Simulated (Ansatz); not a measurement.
Level of theory: DFT PBE, scalar-relativistic, plane waves, PAW (Ansatz). Settings: cutoff 420 eV, Γ-centred meshes spaced at most about 0.3 Å⁻¹, and about 0.25 Å⁻¹ or finer for metals (2π included), Gaussian smearing. No spin polarisation.

All energies are static (0 K, no zero-point motion).

Compare these two cells of CsH₂, each relaxed at this level.

1.

```xyz
6
Lattice="5.0414 0.0000 0.0000 -0.1934 5.3780 0.0000 -0.0786 -0.6291 8.6277" Properties=species:S:1:pos:R:3 pbc="T T T"
Cs    1.0738    3.6966    6.3673
Cs    3.6956    1.0522    2.2605
H     3.6079    2.6160    8.4343
H     1.1615    2.1328    0.1934
H     1.1617    2.7897    0.6121
H     3.6077    1.9592    8.0157
```

2.

```xyz
3
Lattice="-2.6461 2.6461 4.5932 2.6461 -2.6461 4.5932 2.6461 2.6461 -4.5932" Properties=species:S:1:pos:R:3 pbc="T T T"
Cs    0.0000    0.0000    0.0000
H     0.0000    0.0000    4.9750
H     0.0000    0.0000    4.2114
```

**Question.** Which form is favoured at zero pressure, and by what margin per atom?

**Answer.** Cell 1 is lower, by 51 meV/atom. Cell 1 has space group P-1 (No. 2), 39.0 Å³/atom and no gap on its mesh; cell 2 has the CaC2 type, space group I4/mmm (No. 139), 42.9 Å³/atom and no gap. Counting H atoms around Cs (those within 1.25 times the shortest such distance or 1.15 times the sum of covalent radii; a plus sign parts nearer from farther groups), cell 1 has Cs 6+1 and cell 2 has Cs 8+2. Cell 1 and cell 2 both hold H–H pairs as short as in free H₂ molecules. The denser one is the lower, and pressure would at first widen the difference. Origin: cell 1, invented, then shaken at random and relaxed again; cell 2, invented.

With hydrogen, zero-point motion can shift such differences by 10 meV/atom or more. Cells relaxed within their symmetry can be saddle points.
